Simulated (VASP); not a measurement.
# ZrC (Fm-3m) in VASP: notebook

Runs on ZrC. Level: PBE. Tasks: relaxation of cell and atoms.

Everything below comes from runs of VASP 6.6.1. Logs are shortened: lines on timing, memory, paths and dates and some standing lists are left out, and cuts for length are marked.

### Step 1. The structure

It takes space group Fm-3m (No. 225, cubic). The conventional cell has a = 4.730 Å, b = 4.730 Å, c = 4.730 Å, α = 90.00°, β = 90.00°, γ = 90.00°. Zr (site symmetry m-3m) is surrounded by 6 C at 2.37 Å. C (site symmetry m-3m) has 6 Zr at 2.37 Å as nearest neighbours.

### Step 2. Relaxation of cell and atoms, PBE

INCAR reads:

```
SYSTEM = ZrC
ALGO = Normal
EDIFF = 1E-7
EDIFFG = -0.002
ENCUT = 520
GGA = PE
IBRION = 2
ISIF = 3
ISMEAR = 1
LASPH = .True.
LCHARG = .False.
LREAL = .False.
LWAVE = .False.
NELM = 100
NSW = 80
PREC = Accurate
SIGMA = 0.2
```

KPOINTS reads:

```
k-points
0
Gamma
  16 16 16
  0 0 0
```

POSCAR reads:

```
ZrC
1.0
    0.0000000000      2.3650000000      2.3650000000
    2.3650000000      0.0000000000      2.3650000000
    2.3650000000      2.3650000000      0.0000000000
Zr C
1 1
Direct
    0.5000000000      0.5000000000      0.5000000000
    0.0000000000      0.0000000000      0.0000000000
```

Potentials or basis: VASP PAW PBE potentials, release 64 (Zr_sv, C).

Started as:

```sh
cat potpaw_PBE.64/Zr_sv/POTCAR potpaw_PBE.64/C/POTCAR > POTCAR
mpirun -np 1 vasp_std > vasp.out
```

OUTCAR:

```text
SYSTEM = ZrC
   EDIFF = 1E-7
   EDIFFG = -0.002
   ENCUT = 520
   GGA = PE
   IBRION = 2
   ISIF = 3
   ISMEAR = 1
   LASPH = .True.
   LREAL = .False.
   NELM = 100
   NSW = 80
   PREC = Accurate

 ion  position               nearest neighbor table
   1  0.500  0.500  0.500-   2 2.37   2 2.37   2 2.37   2 2.37   2 2.37   2 2.37
   2  0.000  0.000  0.000-   1 2.37   1 2.37   1 2.37   1 2.37   1 2.37   1 2.37

  LATTYP: Found a face centered cubic cell.
 ALAT       =     4.7300000000

  Lattice vectors:

 A1 = (   0.0000000000,   2.3650000000,   2.3650000000)
 A2 = (   2.3650000000,   0.0000000000,   2.3650000000)
 A3 = (   2.3650000000,   2.3650000000,   0.0000000000)

Analysis of symmetry for initial positions (statically):
=====================================================================
 Subroutine PRICEL returns:
 Original cell was already a primitive cell.

 Routine SETGRP: Setting up the symmetry group for a
 face centered cubic supercell.

 Subroutine GETGRP returns: Found 48 space group operations
 (whereof 48 operations were pure point group operations)
 out of a pool of 48 trial point group operations.

The static configuration has the point symmetry O_h .

Analysis of symmetry for dynamics (positions and initial velocities):
=====================================================================
 Subroutine PRICEL returns:
 Original cell was already a primitive cell.

 Routine SETGRP: Setting up the symmetry group for a
 face centered cubic supercell.

 Subroutine GETGRP returns: Found 48 space group operations
 (whereof 48 operations were pure point group operations)
 out of a pool of 48 trial point group operations.

The dynamic configuration has the point symmetry O_h .

 Subroutine INISYM returns: Found 48 space group operations
 (whereof 48 operations are pure point group operations),
 and found     1 'primitive' translations

----------------------------------------------------------------------------------------

                                     Primitive cell

  volume of cell :      26.4560

  direct lattice vectors                    reciprocal lattice vectors
     0.000000000  2.365000000  2.365000000    -0.211416490  0.211416490  0.211416490
     2.365000000  0.000000000  2.365000000     0.211416490 -0.211416490  0.211416490
     2.365000000  2.365000000  0.000000000     0.211416490  0.211416490 -0.211416490

  length of vectors
     3.344615075  3.344615075  3.344615075     0.366184103  0.366184103  0.366184103

  position of ions in fractional coordinates (direct lattice)
     0.500000000  0.500000000  0.500000000
     0.000000000  0.000000000  0.000000000

  ion indices of the primitive-cell ions
   primitive index   ion index
                 1           1
                 2           2

----------------------------------------------------------------------------------------

 KPOINTS: k-points

Automatic generation of k-mesh.
 Grid dimensions read from file:
 generate k-points for:   16   16   16

 Generating k-lattice:

  Cartesian coordinates                     Fractional coordinates (reciprocal lattice)
    -0.013213531  0.013213531  0.013213531     0.062500000  0.000000000  0.000000000
     0.013213531 -0.013213531  0.013213531     0.000000000  0.062500000  0.000000000
     0.013213531  0.013213531 -0.013213531     0.000000000  0.000000000  0.062500000

  Length of vectors
     0.022886506  0.022886506  0.022886506

  Shift w.r.t. Gamma in fractional coordinates (k-lattice)
     0.000000000  0.000000000  0.000000000

 Subroutine IBZKPT returns following result:
 ===========================================

 Found    145 irreducible k-points:

 Following reciprocal coordinates:
            Coordinates               Weight
  0.000000  0.000000  0.000000      1.000000
  0.062500  0.000000  0.000000      8.000000
  0.125000  0.000000  0.000000      8.000000
  0.187500  0.000000  0.000000      8.000000
  0.250000  0.000000  0.000000      8.000000
  0.312500  0.000000  0.000000      8.000000
[... 16 lines left out ...]
 -0.125000  0.062500  0.000000     24.000000
 -0.062500  0.062500  0.000000     12.000000
 [... further k-points ...]
   k-points           NKPTS =    145   k-points in BZ     NKDIM =    145   number of bands    NBANDS=     12
   number of dos      NEDOS =    301   number of ions     NIONS =      2
   total plane-waves  NPLWV =  21952
   dimension x,y,z NGX =    28 NGY =   28 NGZ =   28
   dimension x,y,z NGXF=    56 NGYF=   56 NGZF=   56
   ions per type =               1   1
   NGX,Y,Z   is equivalent  to a cutoff of  13.92, 13.92, 13.92 a.u.
   NGXF,Y,Z  is equivalent  to a cutoff of  27.84, 27.84, 27.84 a.u.
 SYSTEM =  ZrC
   PREC   = accura    normal or accurate (medium, high low for compatibility)
   ISTART =      0    job   : 0-new  1-cont  2-samecut
   ICHARG =      2    charge: 1-file 2-atom 10-const
   ISPIN  =      1    spin polarized calculation?
   LNONCOLLINEAR =      F non collinear calculations
   LSORBIT =      F    spin-orbit coupling
   LASPH  =      T    aspherical Exc in radial PAW
   ENCUT  =  520.0 eV  38.22 Ry    6.18 a.u.   6.22  6.22  6.22*2*pi/ulx,y,z
   NELM   =    100;   NELMIN=  2; NELMDL= -5     # of ELM steps
   EDIFF  = 0.1E-06   stopping-criterion for ELM
   LREAL  =      F    real-space projection
   EDIFFG = -.2E-02   stopping-criterion for IOM
   NSW    =     80    number of steps for IOM
   IBRION =      2    ionic relax: 0-MD 1-quasi-New 2-CG
   NFREE  =      1    steps in history (QN), initial steepest desc. (CG)
   ISIF   =      3    stress and relaxation
   ISYM   =      2    0-nonsym 1-usesym 2-fastsym
   POTIM  = 0.5000    time-step for ionic-motion
   TEBEG  =    0.0;   TEEND  =   0.0 temperature during run
   PSTRESS=    0.0 pullay stress
   NELECT =      16.0000    total number of electrons
   NUPDOWN=      -1.0000    fix difference up-down
   EMIN   =  10.00;   EMAX   =-10.00  energy-range for DOS
   EFERMI =   0.00;   METHOD = LEGACY
   ISMEAR =     1;   SIGMA  =   0.20  broadening in eV -4-tet -1-fermi 0-gaus
   EFERMI_NEDOS =   21; number of points for ismear=-14 and -15
   IALGO  =     38    algorithm
   IMIX   =      4    mixing-type and parameters
     AMIX     =   0.40;   BMIX     =  1.00
     AMIX_MAG =   1.60;   BMIX_MAG =  1.00
  volume/ion in A,a.u.               =      13.23        89.27
  Fermi-wavevector in a.u.,A,eV,Ry     =   1.384439  2.616209 26.077880  1.916670
  Thomas-Fermi vector in A             =   2.508943
   LORBIT       =      0    0 simple, 1 ext, 2 COOP (PROOUT), +10 PAW based schemes
   GGA     = PE    functional components
   LHFCALC =     F    Hartree Fock is set to
   AEXX    =    0.0000 exact exchange contribution
   IVDW    =     0    specifies the selected vdW correction
   LEPSILON=     F    determine dielectric tensor
   LRPA    =     F    only Hartree local field effects (RPA)
 conjugate gradient relaxation of ions
 non-spin polarized calculation
 Methfessel and Paxton  Order N= 1 SIGMA  =   0.20
  energy-cutoff  :      520.00
  volume of cell :       26.46
 maximum number of plane-waves:       728
 NGX is ok and might be reduce to    28
   NGX = 13   NGY = 13   NGZ = 13

--------------------------------------- Ionic step        1  -------------------------------------------

 number of electron      16.0000000 magnetization

 Free energy of the ion-electron system (eV)
  ---------------------------------------------------
  ext. energy  EPLUGINS =         0.00000000
  ---------------------------------------------------
  free energy    TOTEN  =       -19.45899672 eV

  energy without entropy =      -19.45858559  energy(sigma->0) =      -19.45885967

------------------------ aborting loop because EDIFF is reached ----------------------------------------

  FORCE on cell =-STRESS in cart. coord.  units (eV):
  Direction    XX          YY          ZZ          XY          YZ          ZX
  --------------------------------------------------------------------------------------
  -------------------------------------------------------------------------------------
  Total       -0.4442494     -0.4442494     -0.4442494      0.0000000      0.0000000      0.0000000
  in kB      -26.9038234    -26.9038234    -26.9038234      0.0000000      0.0000000      0.0000000
  external PRESSURE =     -26.9038234 kB  Pullay stress =       0.0000000 kB

 VOLUME and BASIS-vectors are now :
 -----------------------------------------------------------------------------
  energy-cutoff  :      520.00
  volume of cell :       26.46
      direct lattice vectors                 reciprocal lattice vectors
     0.000000000  2.365000000  2.365000000    -0.211416490  0.211416490  0.211416490
     2.365000000  0.000000000  2.365000000     0.211416490 -0.211416490  0.211416490
     2.365000000  2.365000000  0.000000000     0.211416490  0.211416490 -0.211416490
[... 37 lines left out ...]
 POSITION                                       TOTAL-FORCE (eV/Angst)
 -----------------------------------------------------------------------------------
      2.33966      2.33966      2.33966         0.000000     -0.000000      0.000000
      2.33966      2.33966      0.00000        -0.000000      0.000000     -0.000000
 -----------------------------------------------------------------------------------
    total drift:                                0.000000      0.000000      0.000000

  FREE ENERGIE OF THE ION-ELECTRON SYSTEM (eV)
  ---------------------------------------------------
  free  energy   TOTEN  =       -19.4546045881 eV

  energy  without entropy=      -19.4542976818  energy(sigma->0) =      -19.45450229

--------------------------------------- Ionic step        3  -------------------------------------------

 number of electron      16.0000000 magnetization

 Free energy of the ion-electron system (eV)
  ---------------------------------------------------
  ext. energy  EPLUGINS =         0.00000000
  ---------------------------------------------------
  free energy    TOTEN  =       -19.46179266 eV

  energy without entropy =      -19.46141448  energy(sigma->0) =      -19.46166660

 E-fermi :   9.5339     XC(G=0): -12.1017

 val. band max:        9.5304923637   @ k =   0.4375   0.4375   0.0000
 cond. band min:       9.5852512278   @ k =   0.4375   0.3750   0.0000
 fundamental gap:      0.0547588641
 Fermi energy:         9.5339473136

 k-point     1 :       0.0000    0.0000    0.0000
  band No.  band energies     occupation
      1     -38.5908      2.00000
      2     -16.3053      2.00000
      3     -16.3053      2.00000
      4     -16.3053      2.00000
      5      -1.7442      2.00000
      6      10.4732     -0.00000
      7      10.4732     -0.00000
      8      10.4732     -0.00000
      9      10.6312     -0.00000
     10      10.6312     -0.00000
     11      10.6312     -0.00000
     12      12.3332     -0.00000

 k-point     2 :       0.0625    0.0000    0.0000
  band No.  band energies     occupation
      1     -38.5871      2.00000
      2     -16.3395      2.00000
      3     -16.3083      2.00000
      4     -16.3083      2.00000
      5      -1.6560      2.00000
      6       9.7344     -0.05074
      7       9.9330     -0.01624
      8       9.9330     -0.01624
      9      10.8434     -0.00000
     10      10.8434     -0.00000
     11      11.1653     -0.00000
     12      12.8439     -0.00000
[... 316 lines left out ...]
 k-point    24 :      -0.0625    0.0625    0.0000
  band No.  band energies     occupation
      1     -38.5811      2.00000
      2     -16.3867      2.00000
      3     -16.3270      2.00000
      4     -16.3070      2.00000
      5      -1.5135      2.00000
      6       9.1518      2.02110
      7       9.3644      2.00245
      8       9.5091      1.20820
      9      10.7731     -0.00000
     10      11.3902     -0.00000
     11      11.4741     -0.00000
     12      12.9523     -0.00000

 [... further k-points ...]
[... 5 lines left out ...]
  --------------------------------------------------------------------------------------
  -------------------------------------------------------------------------------------
  Total       -0.0010562     -0.0010562     -0.0010562      0.0000000      0.0000000      0.0000000
  in kB       -0.0647655     -0.0647655     -0.0647655      0.0000000      0.0000000      0.0000000
  external PRESSURE =      -0.0647655 kB  Pullay stress =       0.0000000 kB

 VOLUME and BASIS-vectors are now :
 -----------------------------------------------------------------------------
  energy-cutoff  :      520.00
  volume of cell :       26.13
      direct lattice vectors                 reciprocal lattice vectors
     0.000000000  2.355214924  2.355214924    -0.212294850  0.212294850  0.212294850
     2.355214924  0.000000000  2.355214924     0.212294850 -0.212294850  0.212294850
     2.355214924  2.355214924  0.000000000     0.212294850  0.212294850 -0.212294850

 POSITION                                       TOTAL-FORCE (eV/Angst)
 -----------------------------------------------------------------------------------
      2.35521      2.35521      2.35521         0.000000      0.000000      0.000000
      0.00000      0.00000      0.00000        -0.000000     -0.000000     -0.000000
 -----------------------------------------------------------------------------------
    total drift:                                0.000000      0.000000      0.000000

  FREE ENERGIE OF THE ION-ELECTRON SYSTEM (eV)
  ---------------------------------------------------
  free  energy   TOTEN  =       -19.4617926632 eV

  energy  without entropy=      -19.4614144814  energy(sigma->0) =      -19.46166660

 reached required accuracy - stopping structural energy minimisation
```

Run time: 89 s. Hardware: 1 thread of Intel Xeon Platinum 8488C (Sapphire Rapids), shared host; peak memory 0.21 GiB.

What came out:

```
Free energy                            : -19.4618 eV
Relaxed volume                         : 13.06 Å³/atom
Relaxed cell                           : a = 3.331 Å, b = 3.331 Å, c = 3.331 Å, α = 60.00°, β = 60.00°, γ = 60.00°
Space group after relaxing (to 0.05 Å) : Fm-3m (No. 225)
Energy gained by relaxing              : 1.4 meV/atom
Ionic steps                            : 3
Pressure after relaxing                : 0.0 GPa
Band gap on the k mesh                 : none (metal or under the smearing width)
```

The path:
```csv
step,energy change (eV),largest force (eV/Å),pressure (GPa),volume (Å³)
1,0.0000,0.0000,-2.69,26.46
2,0.0044,0.0000,4.57,25.61
3,-0.0028,0.0000,-0.01,26.13
```

Final structure:
```
Zr C
1.0
     0.00000    2.35521    2.35521
     2.35521    0.00000    2.35521
     2.35521    2.35521    0.00000
Zr C
1 1
Direct
  0.50000 0.50000 0.50000
  0.00000 0.00000 0.00000
```

Levels at points of the mesh, in eV from the Fermi level:
```
           k point  band 5  band 6  band 7  band 8  band 9  band 10  band 11  band 12
(0.00, 0.00, 0.00)  -11.28    0.94    0.94    0.94    1.10     1.10     1.10     2.80
(0.50, 0.00, 0.00)   -8.24   -5.27   -2.90   -2.90    4.47     4.47     5.30     6.51
(0.50, 0.50, 0.00)  -10.11   -2.06   -1.73    0.06    0.06     4.42     5.62     5.62
```

(Part 1 of 2 ends here.)
